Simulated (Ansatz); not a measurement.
**Relaxation of SiS$_{2}$**

Theory: DFT PBEsol, scalar-relativistic, plane waves, PAW in Ansatz 0.2.0. Settings: 420 eV cutoff, 4×4×4 k-mesh, Gaussian smearing of 0.02 eV, no spin polarisation.

What was changed: uniaxial strain along a, with b, c and atoms relaxed: -3.0 %.

Command:

```bash
ansatz run input.yaml --threads 1 --pin off --max-ram 2560MiB --backend cpu --events-out ev --progress --plain --runs-dir out
```

Input:

```yaml
crystal:
  lattice:
    - [5.7998711466, 0.0, 0.0]
    - [0.0, 9.5228101544, 0.0]
    - [0.0, 0.0, 5.5853465566]
  atoms:
    - { symbol: Si, position: [0.0, 0.0, 0.75] }
    - { symbol: Si, position: [0.0, 0.0, 0.25] }
    - { symbol: Si, position: [0.5, 0.5, 0.25] }
    - { symbol: Si, position: [0.5, 0.5, 0.75] }
    - { symbol: S, position: [0.8015629282, 0.8810769472, 0.0] }
    - { symbol: S, position: [0.6984370718, 0.6189230528, 0.5] }
    - { symbol: S, position: [0.3015629282, 0.6189230528, 0.0] }
    - { symbol: S, position: [0.1984370718, 0.8810769472, 0.5] }
    - { symbol: S, position: [0.3015629282, 0.3810769472, 0.5] }
    - { symbol: S, position: [0.1984370718, 0.1189230528, 0.0] }
    - { symbol: S, position: [0.8015629282, 0.1189230528, 0.5] }
    - { symbol: S, position: [0.6984370718, 0.3810769472, 0.0] }
basis:
  ecutwfc: 420
kpoints:
  mp_grid: { grid: [4, 4, 4] }
hamiltonian:
  xc: pbesol
scf:
  occupations: { method: gaussian, width: 0.02 }
output:
  forces: true
  stress: true
  eigenvalues: true
relax:
  adjacent_minimum: "off"
  f_tol: 0.008
  max_steps: 40
  cell: { stress_tol: 0.015, fix: [a, angles] }
```

F is the free energy. Steps run on the plane waves of an earlier cell, but the last one, and at times one on the way, on a freshly chosen basis, so a repeated geometry can differ a little in energy. The held parts of the cell keep their stress, so P needn't end at zero.

Steps:

| step | F − F(1) (eV) | largest force component (eV/Å) | V (Å³/atom) | P (GPa) |
| --- | --- | --- | --- | --- |
| 1 | 0.0000 | 0.159 | 25.707 | 0.39 |
| 2 | -0.0118 | 0.054 | 25.456 | 0.07 |
| 3 | -0.0169 | 0.009 | 25.643 | 0.09 |
| 4 | -0.0171 | 0.005 | 25.717 | 0.05 |
| 5 | -0.0173 | 0.002 | 25.826 | 0.04 |
| 6 | -0.0172 | 0.000 | 25.860 | 0.02 |
| 7 | -0.0172 | 0.000 | 25.877 | 0.02 |
| 8 | -0.0174 | 0.000 | 25.877 | 0.02 |

Relaxed structure:

```cif
data_structure
_symmetry_space_group_name_H-M 'P 1'
_symmetry_Int_Tables_number 1
_cell_length_a 5.7999
_cell_length_b 9.6635
_cell_length_c 5.5405
_cell_angle_alpha 90.000
_cell_angle_beta 90.000
_cell_angle_gamma 90.000
_cell_volume 310.53
loop_
_atom_site_label
_atom_site_type_symbol
_atom_site_fract_x
_atom_site_fract_y
_atom_site_fract_z
_atom_site_occupancy
Si1 Si 0.00000 0.00000 0.75000 1
Si2 Si 0.00000 0.00000 0.25000 1
Si3 Si 0.50000 0.50000 0.25000 1
Si4 Si 0.50000 0.50000 0.75000 1
S1 S 0.79894 0.88216 0.00000 1
S2 S 0.70106 0.61784 0.50000 1
S3 S 0.29894 0.61784 0.00000 1
S4 S 0.20106 0.88216 0.50000 1
S5 S 0.29894 0.38216 0.50000 1
S6 S 0.20106 0.11784 0.00000 1
S7 S 0.79894 0.11784 0.50000 1
S8 S 0.70106 0.38216 0.00000 1
```

Symmetry: Ibam, No. 72, orthorhombic system. Conventional cell: a = 5.800 Å, b = 9.663 Å, c = 5.540 Å, α = 90.00°, β = 90.00°, γ = 90.00°. Si (site symmetry 222) is surrounded by 4 S at 2.14 Å. S (site symmetry m) is surrounded by 2 Si at 2.14 Å.

The run converged. The run took 3.2 min on 1 thread of Arm Neoverse V1 (shared host), peak memory 0.63 GiB.